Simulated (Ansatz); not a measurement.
Crystal: WC (Qusongite).

```xyz
2
Lattice="2.9065 0.0000 0.0000 -1.4532 2.5171 0.0000 0.0000 0.0000 2.8366" Properties=species:S:1:pos:R:3 pbc="T T T"
W     0.0000    0.0000    0.0000
C     1.4533    0.8390    1.4183
```

| Item | Value |
| --- | --- |
| Program | Ansatz 0.2.0 |
| Task | single point |
| Functional | PBEsol |
| Potentials or basis | all-electron LAPW, scalar-relativistic |
| Cutoff | 335 eV (chosen from the basis error) |
| Basis error allowed | 0.001 eV/atom |
| k mesh | 10 × 10 × 9 |
| Occupations | fermi-dirac, width 0.05 eV |
| Spin | no spin polarisation |

On this cell: pressure -3.4 GPa; largest force under 0.003 eV/Å; band gap on the k mesh none (metal or under the smearing width).

The same run follows on a disturbed copy (atoms moved at random, drawn with an rms of 0.05 Å):

```
W C
1.0
     2.90650    0.00000    0.00000
    -1.45325    2.51710    0.00000
     0.00000    0.00000    2.83660
W C
1 1
Direct
  0.00594 0.00668 0.01947
  0.68209 0.32485 0.51994
```

**Question.** What changes?

**Answer.** The energy (extrapolated to zero smearing) moves by +15.9 meV/atom; pressure -2.8 GPa; largest force 1.024 eV/Å; band gap on the k mesh none (metal or under the smearing width).

Forces in eV/Å, atoms in the order of the input:
```
W    0.820 -0.613  0.019
C   -0.820  0.613 -0.019
```

Stress tensor (GPa, compression positive):
```
-1.00 -2.03  0.03
-2.03 -4.08 -0.02
 0.03 -0.02 -3.25
```
